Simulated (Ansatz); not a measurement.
# Relaxing Li

All numbers below come from DFT PBE, scalar-relativistic, plane waves, PAW (Ansatz 0.2.0). (420 eV cutoff, 18×18×18 k-mesh, Gaussian smearing of 0.10 eV, no spin polarisation)

What was changed in Cs: Cs → Li on all its sites, cell and atoms relaxed.

Input:

```yaml
crystal:
  lattice:
    - [-1.7226671575, 1.7226671575, 2.5403706781]
    - [1.7226671575, -1.7226671575, 2.5403706781]
    - [1.7226671575, 1.7226671575, -2.5403706781]
  atoms:
    - { symbol: Li, position: [0.0, 0.0, 0.0] }
basis:
  ecutwfc: 420
kpoints:
  mp_grid: { grid: [18, 18, 18] }
hamiltonian:
  xc: pbe
scf:
  occupations: { method: gaussian, width: 0.1 }
output:
  forces: true
  stress: true
  eigenvalues: true
relax:
  adjacent_minimum: "off"
  f_tol: 0.01
  max_steps: 60
  cell: { stress_tol: 0.1 }
```

F is the free energy. Steps run on the plane waves of an earlier cell, but the last one, and at times one on the way, on a freshly chosen basis, so a repeated geometry can differ a little in energy.

Steps:

| step | F − F(1) (eV) | largest force component (eV/Å) | V (Å³/atom) | P (GPa) |
| --- | --- | --- | --- | --- |
| 1 | 0.0000 | 0.000 | 30.155 | -2.85 |
| 2 | -0.0531 | 0.000 | 26.990 | -2.48 |
| 3 | -0.1017 | 0.000 | 23.245 | -1.54 |
| 4 | -0.1180 | 0.000 | 19.968 | 0.15 |
| 5 | -0.1181 | 0.000 | 20.216 | -0.02 |
| 6 | -0.1182 | 0.000 | 20.200 | -0.01 |
| 7 | -0.1184 | 0.000 | 20.165 | 0.01 |
| 8 | -0.1183 | 0.000 | 20.165 | 0.01 |

Relaxed structure:

```cif
data_structure
_symmetry_space_group_name_H-M 'P 1'
_symmetry_Int_Tables_number 1
_cell_length_a 3.0531
_cell_length_b 3.0531
_cell_length_c 3.0531
_cell_angle_alpha 119.867
_cell_angle_beta 119.867
_cell_angle_gamma 90.230
_cell_volume 20.16
loop_
_atom_site_label
_atom_site_type_symbol
_atom_site_fract_x
_atom_site_fract_y
_atom_site_fract_z
_atom_site_occupancy
Li1 Li 0.00000 0.00000 0.00000 1
```

The structure is tetragonal, space group I4/mmm (No. 139). Conventional cell: a = 3.059 Å, b = 3.059 Å, c = 4.309 Å, α = 90.00°, β = 90.00°, γ = 90.00°. Around Li (site symmetry 4/mmm) lie 12 Li at 3.05 to 3.06 Å.

The run converged. The run took about 40 core-seconds.